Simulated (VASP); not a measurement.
# Y (Fm-3m) in VASP: further runs

The runs below take Y through single point, with PBE.

Program: VASP 6.6.1. These are calculated values, not measurements. Logs are shortened: lines on timing, memory, paths and dates and some standing lists are left out, and cuts for length are marked.

## 1. The structure

Symmetry: Fm-3m, No. 225, cubic system. The conventional cell has a = 5.096 Å, b = 5.096 Å, c = 5.096 Å, α = 90.00°, β = 90.00°, γ = 90.00°. Around Y (site symmetry m-3m) lie 12 Y at 3.60 Å.

The cell was built by a generator and needn't be a form met in nature.

## 2. Single point, PBE

INCAR reads:

```
PREC = Accurate
ENCUT = 520
EDIFF = 1E-6
ISMEAR = 0
SIGMA = 0.05
LREAL = F
LASPH = T
NELM = 60
ALGO = Normal
ISIF = 2
LWAVE = F
LCHARG = T
GGA = PE
LELF = T
LVHAR = T
NBANDS = 12
```

KPOINTS reads:

```
Automatic mesh
0
Gamma
  14 14 14
```

POSCAR reads:

```
Y
1.0
    0.0000000000      2.5478579987      2.5478579987
    2.5478579987      0.0000000000      2.5478579987
    2.5478579987      2.5478579987      0.0000000000
Y
1
Direct
    0.0000000000      0.0000000000      0.0000000000
```

Potentials or basis: VASP PAW PBE potentials, release 64 (Y_sv).

Run with:

```sh
$ cat potpaw_PBE.64/Y_sv/POTCAR > POTCAR
$ mpirun -np 1 vasp_std > vasp.out
```

OUTCAR:

```text
PREC = Accurate
   ENCUT = 520
   EDIFF = 1E-6
   ISMEAR = 0
   LREAL = F
   LASPH = T
   NELM = 60
   ISIF = 2
   GGA = PE

 ion  position               nearest neighbor table
   1  0.000  0.000  0.000-

  LATTYP: Found a face centered cubic cell.
 ALAT       =     5.0957159974

  Lattice vectors:

 A1 = (   0.0000000000,   2.5478579987,   2.5478579987)
 A2 = (   2.5478579987,   0.0000000000,   2.5478579987)
 A3 = (   2.5478579987,   2.5478579987,   0.0000000000)

Analysis of symmetry for initial positions (statically):
=====================================================================
 Subroutine PRICEL returns:
 Original cell was already a primitive cell.

 Routine SETGRP: Setting up the symmetry group for a
 face centered cubic supercell.

 Subroutine GETGRP returns: Found 48 space group operations
 (whereof 48 operations were pure point group operations)
 out of a pool of 48 trial point group operations.

The static configuration has the point symmetry O_h .

Analysis of symmetry for dynamics (positions and initial velocities):
=====================================================================
 Subroutine PRICEL returns:
 Original cell was already a primitive cell.

 Routine SETGRP: Setting up the symmetry group for a
 face centered cubic supercell.

 Subroutine GETGRP returns: Found 48 space group operations
 (whereof 48 operations were pure point group operations)
 out of a pool of 48 trial point group operations.

The dynamic configuration has the point symmetry O_h .

 Subroutine INISYM returns: Found 48 space group operations
 (whereof 48 operations are pure point group operations),
 and found     1 'primitive' translations

----------------------------------------------------------------------------------------

                                     Primitive cell

  volume of cell :      33.0792

  direct lattice vectors                    reciprocal lattice vectors
     0.000000000  2.547857999  2.547857999    -0.196243276  0.196243276  0.196243276
     2.547857999  0.000000000  2.547857999     0.196243276 -0.196243276  0.196243276
     2.547857999  2.547857999  0.000000000     0.196243276  0.196243276 -0.196243276

  length of vectors
     3.603215337  3.603215337  3.603215337     0.339903324  0.339903324  0.339903324

  position of ions in fractional coordinates (direct lattice)
     0.000000000  0.000000000  0.000000000

  ion indices of the primitive-cell ions
   primitive index   ion index
                 1           1

----------------------------------------------------------------------------------------

 KPOINTS: Automatic mesh

Automatic generation of k-mesh.
 Grid dimensions read from file:
 generate k-points for:   14   14   14

 Generating k-lattice:

  Cartesian coordinates                     Fractional coordinates (reciprocal lattice)
    -0.014017377  0.014017377  0.014017377     0.071428571  0.000000000  0.000000000
     0.014017377 -0.014017377  0.014017377     0.000000000  0.071428571  0.000000000
     0.014017377  0.014017377 -0.014017377     0.000000000  0.000000000  0.071428571

  Length of vectors
     0.024278809  0.024278809  0.024278809

  Shift w.r.t. Gamma in fractional coordinates (k-lattice)
     0.000000000  0.000000000  0.000000000

 Subroutine IBZKPT returns following result:
 ===========================================

 Found    104 irreducible k-points:

 Following reciprocal coordinates:
            Coordinates               Weight
  0.000000  0.000000  0.000000      1.000000
  0.071429  0.000000  0.000000      8.000000
  0.142857  0.000000  0.000000      8.000000
  0.214286  0.000000  0.000000      8.000000
  0.285714  0.000000  0.000000      8.000000
  0.357143  0.000000  0.000000      8.000000
[... 16 lines left out ...]
  0.214286  0.142857  0.000000     24.000000
  0.285714  0.142857  0.000000     24.000000
 [... further k-points ...]
   k-points           NKPTS =    104   k-points in BZ     NKDIM =    104   number of bands    NBANDS=     12
   number of dos      NEDOS =    301   number of ions     NIONS =      1
   total plane-waves  NPLWV =  21952
   dimension x,y,z NGX =    28 NGY =   28 NGZ =   28
   dimension x,y,z NGXF=    56 NGYF=   56 NGZF=   56
   ions per type =               1
   NGX,Y,Z   is equivalent  to a cutoff of  12.92, 12.92, 12.92 a.u.
   NGXF,Y,Z  is equivalent  to a cutoff of  25.84, 25.84, 25.84 a.u.
 SYSTEM =  unknown system
   PREC   = accura    normal or accurate (medium, high low for compatibility)
   ISTART =      0    job   : 0-new  1-cont  2-samecut
   ICHARG =      2    charge: 1-file 2-atom 10-const
   ISPIN  =      1    spin polarized calculation?
   LNONCOLLINEAR =      F non collinear calculations
   LSORBIT =      F    spin-orbit coupling
   LASPH  =      T    aspherical Exc in radial PAW
   ENCUT  =  520.0 eV  38.22 Ry    6.18 a.u.   6.70  6.70  6.70*2*pi/ulx,y,z
   NELM   =     60;   NELMIN=  2; NELMDL= -5     # of ELM steps
   EDIFF  = 0.1E-05   stopping-criterion for ELM
   LREAL  =      F    real-space projection
   EDIFFG = 0.1E-04   stopping-criterion for IOM
   NSW    =      0    number of steps for IOM
   IBRION =     -1    ionic relax: 0-MD 1-quasi-New 2-CG
   NFREE  =      0    steps in history (QN), initial steepest desc. (CG)
   ISIF   =      2    stress and relaxation
   ISYM   =      2    0-nonsym 1-usesym 2-fastsym
   POTIM  = 0.5000    time-step for ionic-motion
   TEBEG  =    0.0;   TEEND  =   0.0 temperature during run
   PSTRESS=    0.0 pullay stress
   NELECT =      11.0000    total number of electrons
   NUPDOWN=      -1.0000    fix difference up-down
   EMIN   =  10.00;   EMAX   =-10.00  energy-range for DOS
   EFERMI =   0.00;   METHOD = LEGACY
   ISMEAR =     0;   SIGMA  =   0.05  broadening in eV -4-tet -1-fermi 0-gaus
   EFERMI_NEDOS =   21; number of points for ismear=-14 and -15
   IALGO  =     38    algorithm
   IMIX   =      4    mixing-type and parameters
     AMIX     =   0.40;   BMIX     =  1.00
     AMIX_MAG =   1.60;   BMIX_MAG =  1.00
  volume/ion in A,a.u.               =      33.08       223.23
  Fermi-wavevector in a.u.,A,eV,Ry     =   1.134194  2.143315 17.502467  1.286395
  Thomas-Fermi vector in A             =   2.270897
   LORBIT       =      0    0 simple, 1 ext, 2 COOP (PROOUT), +10 PAW based schemes
   GGA     = PE    functional components
   LHFCALC =     F    Hartree Fock is set to
   AEXX    =    0.0000 exact exchange contribution
   IVDW    =     0    specifies the selected vdW correction
   LEPSILON=     F    determine dielectric tensor
   LRPA    =     F    only Hartree local field effects (RPA)
 non-spin polarized calculation
 Gauss-broadening in eV      SIGMA  =   0.05
  energy-cutoff  :      520.00
  volume of cell :       33.08
 maximum number of plane-waves:       911
   NGX = 13   NGY = 13   NGZ = 13

 number of electron      11.0000001 magnetization

 Free energy of the ion-electron system (eV)
  ---------------------------------------------------
  ext. energy  EPLUGINS =         0.00000000
  ---------------------------------------------------
  free energy    TOTEN  =        -6.40560544 eV

  energy without entropy =       -6.40271488  energy(sigma->0) =       -6.40416016

 E-fermi :   3.0335     XC(G=0):  -9.3971

 val. band max:        3.0278030736   @ k =  -0.3571   0.4286   0.2143
 cond. band min:       3.0398293748   @ k =   0.5000   0.2857   0.1429
 fundamental gap:      0.0120263013
 Fermi energy:         3.0334561884

 k-point     1 :       0.0000    0.0000    0.0000
  band No.  band energies     occupation
      1     -39.7044      2.00000
      2     -19.4133      2.00000
      3     -19.4133      2.00000
      4     -19.4133      2.00000
      5      -1.7123      2.00000
      6       4.7877      0.00000
      7       4.7877      0.00000
      8       4.7877      0.00000
      9       6.7532      0.00000
     10       6.7532      0.00000
     11      11.9402      0.00000
     12      15.1602      0.00000

 k-point     2 :       0.0714    0.0000    0.0000
  band No.  band energies     occupation
      1     -39.7014      2.00000
      2     -19.4412      2.00000
      3     -19.4169      2.00000
      4     -19.4169      2.00000
      5      -1.5871      2.00000
      6       4.6463      0.00000
      7       4.8466      0.00000
      8       4.8466      0.00000
      9       6.6877      0.00000
     10       6.6877      0.00000
     11      12.2277      0.00000
     12      14.5626      0.00000

 k-point     3 :       0.1429    0.0000    0.0000
  band No.  band energies     occupation
      1     -39.6930      2.00000
      2     -19.5186      2.00000
      3     -19.4268      2.00000
      4     -19.4268      2.00000
      5      -1.2269      2.00000
      6       4.3012      0.00000
      7       4.9823      0.00000
      8       4.9823      0.00000
      9       6.5684      0.00000
     10       6.5684      0.00000
     11      12.8697      0.00000
     12      13.6733      0.00000
[... 286 lines left out ...]
 k-point    23 :       0.2143    0.1429    0.0000
  band No.  band energies     occupation
      1     -39.6802      2.00000
      2     -19.5869      2.00000
      3     -19.4679      2.00000
      4     -19.4637      2.00000
      5      -0.6596      2.00000
      6       3.7688      0.00000
      7       5.1728      0.00000
      8       5.3405      0.00000
      9       5.7431      0.00000
     10       7.0963      0.00000
     11      13.8087      0.00000
     12      14.1770      0.00000

 k-point    24 :       0.2857    0.1429    0.0000
  band No.  band energies     occupation
      1     -39.6685      2.00000
      2     -19.6841      2.00000
      3     -19.4857      2.00000
      4     -19.4803      2.00000
      5      -0.0938      2.00000
      6       3.4743      0.00000
      7       4.7957      0.00000
      8       5.4080      0.00000
      9       6.1751      0.00000
     10       7.3368      0.00000
     11      12.9786      0.00000
     12      14.7364      0.00000

 [... further k-points ...]

------------------------ aborting loop because EDIFF is reached ----------------------------------------

  FORCE on cell =-STRESS in cart. coord.  units (eV):
  Direction    XX          YY          ZZ          XY          YZ          ZX
  --------------------------------------------------------------------------------------
  -------------------------------------------------------------------------------------
  Total       -0.1777026     -0.1777026     -0.1777026      0.0000000      0.0000000      0.0000000
  in kB       -8.6069397     -8.6069397     -8.6069397      0.0000000      0.0000000      0.0000000
  external PRESSURE =      -8.6069397 kB  Pullay stress =       0.0000000 kB

 VOLUME and BASIS-vectors are now :
 -----------------------------------------------------------------------------
  energy-cutoff  :      520.00
  volume of cell :       33.08
      direct lattice vectors                 reciprocal lattice vectors
     0.000000000  2.547857999  2.547857999    -0.196243276  0.196243276  0.196243276
     2.547857999  0.000000000  2.547857999     0.196243276 -0.196243276  0.196243276
     2.547857999  2.547857999  0.000000000     0.196243276  0.196243276 -0.196243276

 POSITION                                       TOTAL-FORCE (eV/Angst)
 -----------------------------------------------------------------------------------
      0.00000      0.00000      0.00000        -0.000000     -0.000000     -0.000000
 -----------------------------------------------------------------------------------
    total drift:                               -0.000000      0.000000     -0.000000

  FREE ENERGIE OF THE ION-ELECTRON SYSTEM (eV)
  ---------------------------------------------------
  free  energy   TOTEN  =        -6.4056054365 eV

  energy  without entropy=       -6.4027148791  energy(sigma->0) =       -6.40416016
```

Run time: 58 s. Hardware: 1 thread of AMD EPYC 7R43 (Zen 3), shared host; peak memory 0.17 GiB.

Results:

- Free energy: -6.4056 eV
- Pressure: -0.9 GPa
- Band gap on the k mesh: none (metal or under the smearing width)

Levels at points of the mesh, in eV from the Fermi level:
| k point | band 2 | band 3 | band 4 | band 5 | band 6 | band 7 | band 8 | band 9 |
| --- | --- | --- | --- | --- | --- | --- | --- | --- |
| (0.00, 0.00, 0.00) | -22.45 | -22.45 | -22.45 | -4.75 | 1.75 | 1.75 | 1.75 | 3.72 |
| (0.50, 0.00, 0.00) | -22.98 | -22.52 | -22.52 | -1.97 | 0.56 | 1.59 | 1.59 | 5.14 |
| (0.50, 0.50, 0.00) | -22.95 | -22.64 | -22.64 | -1.72 | -0.85 | 1.99 | 5.15 | 5.54 |

## 3. Single point, PBE

This run uses another cell than the first one, of 32.92 Å³/atom, 0.995 times its volume.

INCAR reads:

```
PREC = Accurate ; ENCUT = 520
EDIFF = 1E-7 ; ISMEAR = 0
SIGMA = 0.05 ; LREAL = False
LASPH = True ; NELM = 60
ALGO = Normal ; ISIF = 2
LWAVE = False ; LCHARG = False
GGA = PE ; NBANDS = 12
```

KPOINTS reads:

```
regular mesh
0
Gamma
  14 14 14
```

POSCAR reads:

```
Y
1.0
    0.0000000000      2.5437215005      2.5437215005
    2.5437215005      0.0000000000      2.5437215005
    2.5437215005      2.5437215005      0.0000000000
Y
1
Direct
    0.0000000000      0.0000000000      0.0000000000
```

Potentials or basis: VASP PAW PBE potentials, release 64 (Y_sv).

Run with:

```sh
$ cat potpaw_PBE.64/Y_sv/POTCAR > POTCAR
$ mpirun -np 1 vasp_std > vasp.out
```

OUTCAR:

```text
PREC = Accurate
   ENCUT = 520
   EDIFF = 1E-7
   ISMEAR = 0
   LREAL = False
   LASPH = True
   NELM = 60
   ISIF = 2
   GGA = PE

 ion  position               nearest neighbor table
   1  0.000  0.000  0.000-

  LATTYP: Found a face centered cubic cell.
 ALAT       =     5.0874430010

  Lattice vectors:

 A1 = (   0.0000000000,   2.5437215005,   2.5437215005)
 A2 = (   2.5437215005,   0.0000000000,   2.5437215005)
 A3 = (   2.5437215005,   2.5437215005,   0.0000000000)

Analysis of symmetry for initial positions (statically):
=====================================================================
 Subroutine PRICEL returns:
 Original cell was already a primitive cell.

 Routine SETGRP: Setting up the symmetry group for a
 face centered cubic supercell.

 Subroutine GETGRP returns: Found 48 space group operations
 (whereof 48 operations were pure point group operations)
 out of a pool of 48 trial point group operations.

The static configuration has the point symmetry O_h .

Analysis of symmetry for dynamics (positions and initial velocities):
=====================================================================
 Subroutine PRICEL returns:
[... 168 lines left out ...]
      4     -19.3746      2.00000
      5      -1.6964      2.00000
      6       4.8165      0.00000
      7       4.8165      0.00000
      8       4.8165      0.00000
      9       6.7939      0.00000
     10       6.7939      0.00000
     11      11.9778      0.00000
     12      15.2128      0.00000
[... 331 lines left out ...]
 k-point    24 :       0.2857    0.1429    0.0000
  band No.  band energies     occupation
      1     -39.6324      2.00000
      2     -19.6500      2.00000
      3     -19.4482      2.00000
      4     -19.4427      2.00000
      5      -0.0709      2.00000
      6       3.4965      0.00000
      7       4.8239      0.00000
      8       5.4406      0.00000
      9       6.2122      0.00000
     10       7.3808      0.00000
     11      13.0337      0.00000
     12      14.8003      0.00000

 [... further k-points ...]

------------------------ aborting loop because EDIFF is reached ----------------------------------------

  FORCE on cell =-STRESS in cart. coord.  units (eV):
  Direction    XX          YY          ZZ          XY          YZ          ZX
  --------------------------------------------------------------------------------------
  -------------------------------------------------------------------------------------
  Total       -0.1344609     -0.1344609     -0.1344609     -0.0000000      0.0000000     -0.0000000
  in kB       -6.5443724     -6.5443724     -6.5443724     -0.0000000      0.0000000     -0.0000000
  external PRESSURE =      -6.5443724 kB  Pullay stress =       0.0000000 kB

 VOLUME and BASIS-vectors are now :
 -----------------------------------------------------------------------------
  energy-cutoff  :      520.00
  volume of cell :       32.92
      direct lattice vectors                 reciprocal lattice vectors
     0.000000000  2.543721500  2.543721500    -0.196562399  0.196562399  0.196562399
     2.543721500  0.000000000  2.543721500     0.196562399 -0.196562399  0.196562399
     2.543721500  2.543721500  0.000000000     0.196562399  0.196562399 -0.196562399

 POSITION                                       TOTAL-FORCE (eV/Angst)
 -----------------------------------------------------------------------------------
      0.00000      0.00000      0.00000         0.000000      0.000000      0.000000
 -----------------------------------------------------------------------------------
    total drift:                               -0.000000     -0.000000     -0.000000

  FREE ENERGIE OF THE ION-ELECTRON SYSTEM (eV)
  ---------------------------------------------------
  free  energy   TOTEN  =        -6.4063443031 eV

  energy  without entropy=       -6.4034554111  energy(sigma->0) =       -6.40489986
```

OSZICAR:

```text
N       E                     dE             d eps       ncg     rms          rms(c)
DAV:   1     0.239436773576E+02    0.23944E+02   -0.55099E+03  2496   0.825E+02
DAV:   2    -0.530213846746E+01   -0.29246E+02   -0.28463E+02  3032   0.163E+02
DAV:   3    -0.655906069697E+01   -0.12569E+01   -0.12372E+01  3432   0.215E+01
DAV:   4    -0.659796358280E+01   -0.38903E-01   -0.38879E-01  2864   0.368E+00
DAV:   5    -0.659888924266E+01   -0.92566E-03   -0.92562E-03  3288   0.444E-01    0.220E+01
DAV:   6    -0.643769789141E+01    0.16119E+00   -0.19510E-01  2692   0.294E+00    0.136E+01
DAV:   7    -0.641080826750E+01    0.26890E-01   -0.29163E-01  2924   0.359E+00    0.109E+00
DAV:   8    -0.640647656970E+01    0.43317E-02   -0.39419E-02  2932   0.150E+00    0.216E-01
DAV:   9    -0.640637426337E+01    0.10231E-03   -0.88265E-04  3048   0.255E-01    0.955E-02
DAV:  10    -0.640634323246E+01    0.31031E-04   -0.14787E-04  2920   0.102E-01    0.273E-02
DAV:  11    -0.640634534457E+01   -0.21121E-05   -0.19576E-05  2844   0.361E-02    0.150E-02
DAV:  12    -0.640634469629E+01    0.64828E-06   -0.10511E-06  2920   0.926E-03    0.654E-03
DAV:  13    -0.640634433186E+01    0.36443E-06   -0.27289E-07  2932   0.377E-03    0.484E-04
DAV:  14    -0.640634430306E+01    0.28801E-07   -0.11190E-08  1472   0.821E-04
   1 F= -.64063443E+01 E0= -.64048999E+01  d E =-.288889E-02
```

stdout:

```text
POSCAR found type information on POSCAR Y
 POSCAR found :  1 types and       1 ions
 scaLAPACK will be used
 LDA part: xc-table for (Slater+PW92), standard interpolation
 POSCAR, INCAR and KPOINTS ok, starting setup
 FFT: planning ... GRIDC
 FFT: planning ... GRID_SOFT
 FFT: planning ... GRID
 WAVECAR not read
 entering main loop
```

Wall time 64 s (1 thread of AMD EPYC 7R43 (Zen 3), shared host); peak memory 0.17 GiB.

Results:

```
Free energy            : -6.4063 eV
Pressure               : -0.7 GPa
Band gap on the k mesh : none (metal or under the smearing width)
```

Levels at points of the mesh, in eV from the Fermi level:
```csv
k point,band 1,band 2,band 3,band 4,band 5,band 6,band 7,band 8,band 9,band 10
"(0.00, 0.00, 0.00)",-42.73,-22.43,-22.43,-22.43,-4.75,1.76,1.76,1.76,3.74,3.74
"(0.50, 0.00, 0.00)",-42.66,-22.98,-22.50,-22.50,-1.98,0.57,1.60,1.60,5.16,5.16
"(0.50, 0.50, 0.00)",-42.64,-22.94,-22.63,-22.63,-1.73,-0.86,2.01,5.17,5.57,5.57
```
